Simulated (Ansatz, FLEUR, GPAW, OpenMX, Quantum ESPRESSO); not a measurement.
**Cost and result for the band gap of CdSe**

**What was measured.** The band gap of CdSe (Cadmoselite) (P6_3mc) is reported as 1.84 eV at 2 K (a printed reference work). The runs below try to reproduce it.

It takes space group P6_3mc (No. 186, hexagonal). The conventional cell has a = 4.300 Å, b = 4.300 Å, c = 7.020 Å, α = 90.00°, β = 90.00°, γ = 120.00°. Cd (site symmetry 3m) is surrounded by 4 Se at 2.61 to 2.70 Å. Se (site symmetry 3m) is surrounded by 4 Cd at 2.61 to 2.70 Å.

```tsv
rung	level	program and potentials	cutoff (eV)	k mesh	smearing	task	spin	core time	chip	band gap (eV)	miss (eV)	notes
LDA	LDA	GPAW, PAW data sets generated for this functional	600	5 × 5 × 3	fermi-dirac 0.05	band structure	off	76 s	INTEL XEON PLATINUM 8581C Emerald Rapids	0.42	-1.42	9 valence electrons an atom on average
GGA	PBE	OpenMX, OpenMX 2013 PBE set, Cd7.0-s3p2d2f1, Se7.0-s3p2d2f1, grid cutoff 500 Ry	-	7 × 7 × 5	fermi-dirac 0.05	band structure	off	2.1 min	AMD EPYC 9R45 Zen 5	0.77	-1.07	atomic basis; 9 valence electrons an atom on average
LDA	LDA	Ansatz, all-electron LAPW, scalar-relativistic	-	7 × 7 × 4	fermi-dirac 0.05	band structure	off	2.1 min	Intel Xeon Skylake/Cascade Lake	0.43	-1.41	-
GGA	PBE	OpenMX, OpenMX 2013 PBE set, Cd7.0-s3p2d2, Se7.0-s3p2d2, grid cutoff 500 Ry	-	7 × 7 × 5	fermi-dirac 0.05	band structure	off	2.2 min	Arm Neoverse V1	0.89	-0.95	atomic basis; 9 valence electrons an atom on average
GGA	PBEsol	Ansatz, all-electron LAPW, scalar-relativistic	-	7 × 7 × 4	fermi-dirac 0.05	band structure	off	2.2 min	Intel Xeon Skylake/Cascade Lake	0.58	-1.26	-
GGA	PBE	OpenMX, OpenMX 2013 PBE set, Cd7.0-s3p2d1, Se7.0-s3p2d1, grid cutoff 500 Ry	-	7 × 7 × 5	fermi-dirac 0.05	band structure	off	2.3 min	Intel Xeon Platinum 8259CL Skylake/Cascade Lake	0.85	-0.99	atomic basis; 9 valence electrons an atom on average
GGA	PBE	OpenMX, OpenMX 2013 PBE set, Cd7.0-s3p2d2, Se7.0-s3p2d2, grid cutoff 500 Ry	-	5 × 5 × 3	fermi-dirac 0.05	band structure	off	3.1 min	Intel Xeon Platinum 8259CL Skylake/Cascade Lake	0.89	-0.95	atomic basis; 9 valence electrons an atom on average
GGA	PBEsol	GPAW, PAW data sets generated for this functional	600	6 × 6 × 3	fermi-dirac 0.05	band structure	off	4.2 min	Intel Xeon Skylake/Cascade Lake	0.57	-1.27	9 valence electrons an atom on average
GGA	WC	FLEUR, all-electron, FLAPW	-	7 × 7 × 4	fermi-dirac 0.05	band structure	off	4.6 min	Intel Xeon Platinum 8175M Skylake/Cascade Lake	0.55	-1.29	-
GGA	PBEsol	Quantum ESPRESSO, GBRV 1.5 PBEsol	612	7 × 7 × 4	fermi-dirac 0.05	band structure	off	5.3 min	Arm Neoverse V1	0.55	-1.29	9 valence electrons an atom on average
GGA	PBE	Ansatz, PseudoDojo stringent (PBE files)	1633	7 × 7 × 4	fermi-dirac 0.05	band structure	off	6 min	Arm Neoverse V1	0.70	-1.14	22 valence electrons an atom on average
model potential	TB-mBJ	GPAW, GPAW PAW data sets for LDA (gpaw-data 1.2.1)	600	6 × 6 × 4	fermi-dirac 0.05	single point	off	7.8 min	Intel Xeon Skylake/Cascade Lake	2.02	+0.18	potentials made for LDA; 9 valence electrons an atom on average
GGA	PBE	OpenMX, OpenMX 2013 PBE set, Cd7.0-s3p2d2, Se7.0-s3p2d2, grid cutoff 500 Ry	-	5 × 5 × 3	fermi-dirac 0.05	band structure	non-collinear, zero start	8.1 min	Arm Neoverse N1	0.89	-0.95	atomic basis; 9 valence electrons an atom on average
LDA	Wigner	FLEUR, all-electron, FLAPW	-	7 × 7 × 4	fermi-dirac 0.05	band structure	off	21 min	Arm Neoverse V1	0.36	-1.48	-
LDA	LDA	FLEUR, all-electron, FLAPW	-	7 × 7 × 4	fermi-dirac 0.05	band structure	off	31 min	Intel Xeon Platinum 8175M Skylake/Cascade Lake	0.43	-1.41	-
```

Times are single runs on shared hosts and different chips, so they are rough; meshes, cutoffs and the tasks' sizes weigh on the time. Gaps are the least found on the k mesh or the band path, and a mesh can miss the band edges. Smearing widths are in eV. The cell comes from a database and isn't always the measured one. Meshes differ between rows, which moves values too. All levels ran on this one cell, unrelaxed unless noted. Meshes are those of the run's cell of 4 atoms unless a note names another. Misses use the values as printed. Runs on faulty files, with rough fits or with known faults for this quantity aren't shown. No row holds spin-orbit coupling.

By rung: LDA 0.36 to 0.43; GGA 0.55 to 0.70; model potential 2.02; GGA in atomic bases 0.77 to 0.89 (eV). Measured: 1.84 eV at 2 K (a printed reference work). Closest, coarse meshes and atomic bases left aside, is TB-mBJ (+0.18 eV). LDA and GGA gaps fall short mostly because these functionals lack the derivative discontinuity; the runs are for a static lattice, while measurements hold temperature and zero-point motion; rows without SOC leave out spin-orbit coupling, which moves the band edges where heavy atoms are present.
